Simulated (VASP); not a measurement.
# ZnS (P6_3mc) in VASP: a series of runs, part 2 of 2

VASP 6.6.1. Earlier steps stand in the parts before.

### Step 3. Single point, PBE

This run uses another cell than the first one, of 19.60 Å³/atom, 1.111 times its volume.

Input file INCAR:

```
PREC     = Accurate       # precision mode
ENCUT    = 520            # plane-wave cutoff, eV
EDIFF    = 1E-6           # SCF threshold, eV
ISMEAR   = 0              # smearing method
SIGMA    = 0.05           # smearing width, eV
LREAL    = False          # projectors in reciprocal space
LASPH    = True           # aspherical terms in the spheres
NELM     = 60             # most SCF steps
ALGO     = Normal         # electronic algorithm
ISIF     = 2              # what is computed and relaxed
LWAVE    = False          # write WAVECAR
LCHARG   = False          # write CHGCAR
GGA      = PE             # functional
NBANDS   = 26             # bands
```

Input file KPOINTS:

```
regular mesh
0
Gamma
  9 9 6
```

Input file POSCAR:

```
ZnS
1.0
    3.8110000000      0.0000000000      0.0000000000
   -1.9055000000      3.3004228138      0.0000000000
    0.0000000000      0.0000000000      6.2340000000
Zn S
2 2
Direct
    0.3333333333      0.6666666667      0.0000000000
    0.6666666667      0.3333333333      0.5000000000
    0.3333333333      0.6666666667      0.3850000000
    0.6666666667      0.3333333333      0.8850000000
```

Potentials or basis: VASP PAW PBE potentials, release 64 (Zn, S).

The run is started by

```console
$ cat potpaw_PBE.64/Zn/POTCAR potpaw_PBE.64/S/POTCAR > POTCAR
$ mpirun -np 1 vasp_std > vasp.out
```

OUTCAR:

```text
PREC = Accurate
   ENCUT = 520
   EDIFF = 1E-6
   ISMEAR = 0
   LREAL = False
   LASPH = True
   NELM = 60
   ISIF = 2
   GGA = PE

 ion  position               nearest neighbor table
   1  0.333  0.667  0.000-   4 2.31   4 2.31   4 2.31   3 2.40
   2  0.667  0.333  0.500-   3 2.31   3 2.31   3 2.31   4 2.40
   3  0.333  0.667  0.385-   2 2.31   2 2.31   2 2.31   1 2.40
   4  0.667  0.333  0.885-   1 2.31   1 2.31   1 2.31   2 2.40

  LATTYP: Found a hexagonal cell.
 ALAT       =     3.8110000000
 C/A-ratio  =     1.6357911309

  Lattice vectors:

 A1 = (   3.8110000000,   0.0000000000,   0.0000000000)
 A2 = (  -1.9055000000,   3.3004228138,   0.0000000000)
 A3 = (   0.0000000000,   0.0000000000,   6.2340000000)

Analysis of symmetry for initial positions (statically):
=====================================================================
 Subroutine PRICEL returns:
 Original cell was already a primitive cell.

 Routine SETGRP: Setting up the symmetry group for a
 hexagonal supercell.

 Subroutine GETGRP returns: Found 12 space group operations
 (whereof  6 operations were pure point group operations)
 out of a pool of 24 trial point group operations.

The static configuration has the point symmetry C_3v.
 The point group associated with its full space group is C_6v.

Analysis of symmetry for dynamics (positions and initial velocities):
=====================================================================
 Subroutine PRICEL returns:
 Original cell was already a primitive cell.

 Routine SETGRP: Setting up the symmetry group for a
 hexagonal supercell.

 Subroutine GETGRP returns: Found 12 space group operations
 (whereof  6 operations were pure point group operations)
 out of a pool of 24 trial point group operations.

The dynamic configuration has the point symmetry C_3v.
 The point group associated with its full space group is C_6v.

 Subroutine INISYM returns: Found 12 space group operations
 (whereof  6 operations are pure point group operations),
 and found     1 'primitive' translations

----------------------------------------------------------------------------------------

                                     Primitive cell

  volume of cell :      78.4107

  direct lattice vectors                    reciprocal lattice vectors
     3.811000000  0.000000000  0.000000000     0.262398321  0.151495741  0.000000000
    -1.905500000  3.300422814  0.000000000     0.000000000  0.302991482  0.000000000
     0.000000000  0.000000000  6.234000000     0.000000000  0.000000000  0.160410651

  length of vectors
     3.811000000  3.811000000  6.234000000     0.302991482  0.302991482  0.160410651

  position of ions in fractional coordinates (direct lattice)
     0.333333333  0.666666667  0.000000000
     0.666666667  0.333333333  0.500000000
     0.333333333  0.666666667  0.385000000
     0.666666667  0.333333333  0.885000000

  ion indices of the primitive-cell ions
   primitive index   ion index
                 1           1
                 2           2
                 3           3
                 4           4

----------------------------------------------------------------------------------------

 KPOINTS: regular mesh

Automatic generation of k-mesh.
 Grid dimensions read from file:
 generate k-points for:    9    9    6

 Generating k-lattice:

  Cartesian coordinates                     Fractional coordinates (reciprocal lattice)
     0.029155369  0.016832860  0.000000000     0.111111111  0.000000000  0.000000000
     0.000000000  0.033665720  0.000000000     0.000000000  0.111111111  0.000000000
     0.000000000  0.000000000  0.026735109     0.000000000  0.000000000  0.166666667

  Length of vectors
     0.033665720  0.033665720  0.026735109

  Shift w.r.t. Gamma in fractional coordinates (k-lattice)
     0.000000000  0.000000000  0.000000000

 Subroutine IBZKPT returns following result:
 ===========================================

 Found     48 irreducible k-points:

 Following reciprocal coordinates:
            Coordinates               Weight
  0.000000  0.000000  0.000000      1.000000
  0.111111 -0.000000  0.000000      6.000000
  0.222222  0.000000  0.000000      6.000000
  0.333333  0.000000  0.000000      6.000000
  0.444444  0.000000  0.000000      6.000000
  0.111111  0.111111  0.000000      6.000000
[... 16 lines left out ...]
  0.333333  0.222222  0.166667     24.000000
  0.333333  0.333333  0.166667      4.000000
 [... further k-points ...]
   k-points           NKPTS =     48   k-points in BZ     NKDIM =     48   number of bands    NBANDS=     26
   number of dos      NEDOS =    301   number of ions     NIONS =      4
   total plane-waves  NPLWV =  37632
   dimension x,y,z NGX =    28 NGY =   28 NGZ =   48
   dimension x,y,z NGXF=    56 NGYF=   56 NGZF=   96
   ions per type =               2   2
   NGX,Y,Z   is equivalent  to a cutoff of  12.21, 12.21, 12.80 a.u.
   NGXF,Y,Z  is equivalent  to a cutoff of  24.43, 24.43, 25.60 a.u.
 SYSTEM =  unknown system
   PREC   = accura    normal or accurate (medium, high low for compatibility)
   ISTART =      0    job   : 0-new  1-cont  2-samecut
   ICHARG =      2    charge: 1-file 2-atom 10-const
   ISPIN  =      1    spin polarized calculation?
   LNONCOLLINEAR =      F non collinear calculations
   LSORBIT =      F    spin-orbit coupling
   LASPH  =      T    aspherical Exc in radial PAW
   ENCUT  =  520.0 eV  38.22 Ry    6.18 a.u.   7.09  7.09 11.59*2*pi/ulx,y,z
   NELM   =     60;   NELMIN=  2; NELMDL= -5     # of ELM steps
   EDIFF  = 0.1E-05   stopping-criterion for ELM
   LREAL  =      F    real-space projection
   EDIFFG = 0.1E-04   stopping-criterion for IOM
   NSW    =      0    number of steps for IOM
   IBRION =     -1    ionic relax: 0-MD 1-quasi-New 2-CG
   NFREE  =      0    steps in history (QN), initial steepest desc. (CG)
   ISIF   =      2    stress and relaxation
   ISYM   =      2    0-nonsym 1-usesym 2-fastsym
   POTIM  = 0.5000    time-step for ionic-motion
   TEBEG  =    0.0;   TEEND  =   0.0 temperature during run
   PSTRESS=    0.0 pullay stress
   NELECT =      36.0000    total number of electrons
   NUPDOWN=      -1.0000    fix difference up-down
   EMIN   =  10.00;   EMAX   =-10.00  energy-range for DOS
   EFERMI =   0.00;   METHOD = LEGACY
   ISMEAR =     0;   SIGMA  =   0.05  broadening in eV -4-tet -1-fermi 0-gaus
   EFERMI_NEDOS =   21; number of points for ismear=-14 and -15
   IALGO  =     38    algorithm
   IMIX   =      4    mixing-type and parameters
     AMIX     =   0.40;   BMIX     =  1.00
     AMIX_MAG =   1.60;   BMIX_MAG =  1.00
  volume/ion in A,a.u.               =      19.60       132.29
  Fermi-wavevector in a.u.,A,eV,Ry     =   1.262943  2.386617 21.701647  1.595026
  Thomas-Fermi vector in A             =   2.396326
   LORBIT       =      0    0 simple, 1 ext, 2 COOP (PROOUT), +10 PAW based schemes
   GGA     = PE    functional components
   LHFCALC =     F    Hartree Fock is set to
   AEXX    =    0.0000 exact exchange contribution
   IVDW    =     0    specifies the selected vdW correction
   LEPSILON=     F    determine dielectric tensor
   LRPA    =     F    only Hartree local field effects (RPA)
 non-spin polarized calculation
 Gauss-broadening in eV      SIGMA  =   0.05
  energy-cutoff  :      520.00
  volume of cell :       78.41
 maximum number of plane-waves:      2133
   NGX = 15   NGY = 15   NGZ = 23

 number of electron      35.9999977 magnetization

 Free energy of the ion-electron system (eV)
  ---------------------------------------------------
  ext. energy  EPLUGINS =         0.00000000
  ---------------------------------------------------
  free energy    TOTEN  =       -13.65403934 eV

  energy without entropy =      -13.65403934  energy(sigma->0) =      -13.65403934

 E-fermi :   2.4369     XC(G=0):  -9.6513

 val. band max:        2.1624293378   @ k =   0.0000   0.0000   0.0000
 cond. band min:       4.4156519159   @ k =   0.0000   0.0000   0.0000
 fundamental gap:      2.2532225781
 Fermi energy:         2.4369404164

 k-point     1 :       0.0000    0.0000    0.0000
  band No.  band energies     occupation
      1     -11.0312      2.00000
      2     -10.1082      2.00000
      3      -4.2064      2.00000
      4      -4.2064      2.00000
      5      -4.1421      2.00000
      6      -4.1421      2.00000
[... 685 lines left out ...]
     25      12.2839      0.00000
     26      12.2930      0.00000

 [... further k-points ...]

------------------------ aborting loop because EDIFF is reached ----------------------------------------

  FORCE on cell =-STRESS in cart. coord.  units (eV):
  Direction    XX          YY          ZZ          XY          YZ          ZX
  --------------------------------------------------------------------------------------
  -------------------------------------------------------------------------------------
  Total        1.5558064      1.5558064      0.5492535      0.0000000     -0.0000000      0.0000000
  in kB       31.7900211     31.7900211     11.2229779      0.0000000     -0.0000000      0.0000000
  external PRESSURE =      24.9343400 kB  Pullay stress =       0.0000000 kB

 VOLUME and BASIS-vectors are now :
 -----------------------------------------------------------------------------
  energy-cutoff  :      520.00
  volume of cell :       78.41
      direct lattice vectors                 reciprocal lattice vectors
     3.811000000  0.000000000  0.000000000     0.262398321  0.151495741  0.000000000
    -1.905500000  3.300422814  0.000000000     0.000000000  0.302991482  0.000000000
     0.000000000  0.000000000  6.234000000     0.000000000  0.000000000  0.160410651

 POSITION                                       TOTAL-FORCE (eV/Angst)
 -----------------------------------------------------------------------------------
     -0.00000      2.20028      0.00000        -0.000000      0.000000      0.322646
      1.90550      1.10014      3.11700         0.000000     -0.000000      0.322646
     -0.00000      2.20028      2.40009        -0.000000      0.000000     -0.322646
      1.90550      1.10014      5.51709        -0.000000      0.000000     -0.322646
 -----------------------------------------------------------------------------------
    total drift:                               -0.000000     -0.000000      0.000469

  FREE ENERGIE OF THE ION-ELECTRON SYSTEM (eV)
  ---------------------------------------------------
  free  energy   TOTEN  =       -13.6540393447 eV

  energy  without entropy=      -13.6540393447  energy(sigma->0) =      -13.65403934
```

It took 70 s on 1 thread of Intel Xeon Platinum 8488C (Sapphire Rapids), shared host; peak memory 0.23 GiB.

Results:

```yaml
Free_energy: -13.6540 eV
Pressure: 2.5 GPa
Largest_force: 0.323 eV/Å
Band_gap_on_the_k_mesh: 2.25 eV, direct
```

Forces on the atoms (eV/Å):
```
Zn   0.000  0.000  0.323
Zn   0.000  0.000  0.323
S    0.000  0.000 -0.323
S    0.000  0.000 -0.323
```

Stress tensor (GPa, compression positive):
```
3.18 0.00 0.00
0.00 3.18 0.00
0.00 0.00 1.12
```

### Step 4. Single point, PBE

This run uses another cell than the first one, of 19.60 Å³/atom, 1.111 times its volume.

Input file INCAR:

```
SYSTEM = ZnS
ALGO = Normal ; EDIFF = 1E-7
ENCUT = 520 ; GGA = PE
ISIF = 2 ; ISMEAR = 0
LASPH = .True. ; LCHARG = .False.
LREAL = .False. ; LWAVE = .False.
NBANDS = 26 ; NELM = 60
PREC = Accurate ; SIGMA = 0.05
```

Input file KPOINTS:

```
k-points
0
Gamma
  9 9 6
  0 0 0
```

POSCAR is that of step 3.

The run is started by

```console
$ cat potpaw_PBE.64/Zn/POTCAR potpaw_PBE.64/S/POTCAR > POTCAR
$ mpirun -np 1 vasp_std > vasp.out
```

Wall time 68 s (1 thread of Intel Xeon Platinum 8488C (Sapphire Rapids), shared host); peak memory 0.23 GiB.

The run converged. Its results:

```yaml
Free_energy: -13.6540 eV
Pressure: 2.5 GPa
Largest_force: 0.323 eV/Å
Band_gap_on_the_k_mesh: 2.25 eV, direct
```

Forces on the atoms (eV/Å):
```
Zn   0.000  0.000  0.323
Zn   0.000  0.000  0.323
S    0.000  0.000 -0.323
S    0.000  0.000 -0.323
```

Stress tensor (GPa, compression positive):
```
3.18 0.00 0.00
0.00 3.18 0.00
0.00 0.00 1.12
```

Levels at points of the mesh, in eV from the valence-band top:
| k point | band 14 | band 15 | band 16 | band 17 | band 18 | band 19 | band 20 | band 21 | band 22 | band 23 |
| --- | --- | --- | --- | --- | --- | --- | --- | --- | --- | --- |
| (0.00, 0.00, 0.00) | -0.86 | -0.86 | -0.01 | -0.01 | 0.00 | 2.25 | 3.00 | 6.30 | 6.30 | 6.61 |
| (0.00, 0.00, 0.50) | -2.76 | -0.45 | -0.45 | -0.45 | -0.45 | 3.51 | 3.51 | 6.73 | 6.73 | 6.73 |

### Step 5. Comparison with measurements

Step 3. Against the measured gap of ZnS, 3.911 eV (direct; 4 K; a printed reference work, monograph), the calculated 2.25 eV is off by -1.66 eV. The value is that of PBE on a finite k mesh, which can miss the band edges, without temperature or zero-point motion. Semilocal functionals fall short of measured gaps as a rule.

Step 4. Measured gap of ZnS: 3.911 eV (direct; 4 K; a printed reference work, monograph). This calculation gives 2.25 eV (-1.66 eV). The value is that of PBE on a finite k mesh, which can miss the band edges, without temperature or zero-point motion. Semilocal functionals fall short of measured gaps as a rule.
